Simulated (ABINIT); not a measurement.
The system is SnO2 (Cassiterite).

```
Sn O
1.0
     4.73800    0.00000    0.00000
     0.00000    4.73800    0.00000
     0.00000    0.00000    3.18650
Sn O
2 4
Direct
  0.50000 0.50000 0.50000
  0.00000 0.00000 0.00000
  0.80710 0.19290 0.50000
  0.69290 0.69290 0.00000
  0.19290 0.80710 0.50000
  0.30710 0.30710 0.00000
```

Program: ABINIT 10.8.3 (patched build). Alike in all runs: task single point; no spin polarisation; cell as given; cutoff (eV) 626; smearing fermi-dirac 0.05 eV.

Order these runs on this cell by their pressure, lowest first.
A. level LDA; potentials or basis JTH PAW LDA v2.0; k mesh 4 × 4 × 5; mesh quality not flagged
B. level PBEsol; potentials or basis JTH PAW PBE v2.0; k mesh 2 × 2 × 3; mesh quality coarse
C. level PBE; potentials or basis JTH PAW PBE v2.0; k mesh 5 × 5 × 6; mesh quality not flagged

A (-1.6 GPa), B (3.4 GPa), C (10.0 GPa).

Caveats: some runs use coarse meshes; the PAW data sets were made with another functional, which shifts forces and pressure a little (some runs).

Not every run made on this cell is shown here.
